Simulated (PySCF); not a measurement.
Compound: C3H8S.
Atom-mapped SMILES: `[CH3:1][CH2:2][CH2:3][SH:4]` (hydrogens: H5, H6, H7 on C1; H8, H9 on C2; H10, H11 on C3; H12 on S4)

Jobs on this species (12 atoms, 42 electrons) with PySCF (density fitting). Hardware of each: one thread of an Arm Neoverse V2, on a shared host. The host was shared with other jobs, so the times are rough.

| level and settings | work | basis functions | SCF cycles | wall time |
| --- | --- | --- | --- | --- |
| PBE0/STO-3G | shieldings, charges and field gradients | 32 | ? | ? |
| PBE0-D3(BJ)/def2-SVP, grid level 1 | geometry optimisation from an MMFF94s start | 100 | 24 | 12 s |
| LC-wPBE/pcSseg-2 | shieldings | 263 | 12 | 39 s |
| BHandHLYP/pcSseg-2 | shieldings | 263 | 12 | 24 s |
| PBE0/6-311+G(2d,p) | shieldings, charges and field gradients | 164 | 12 | 12 s |
| B97-2/pcSseg-2 | shieldings | 263 | 12 | 24 s |
| PBE0/def2-TZVP | shieldings, charges and field gradients | 178 | 12 | 14 s |
| PBE0/6-31G* | shieldings, charges and field gradients | 76 | 12 | 4.6 s |
| CAM-B3LYP/pcSseg-2 | shieldings | 263 | 12 | 33 s |

Q: Fill in the missing figures.

A: 
- PBE0/STO-3G; shieldings, charges and field gradients: 1.9 s, 11 SCF cycles

Q: What do all jobs in the table cost together?

A: About 2.7 min; the longest takes about 24 % of that, and about 21 times as long as the shortest.
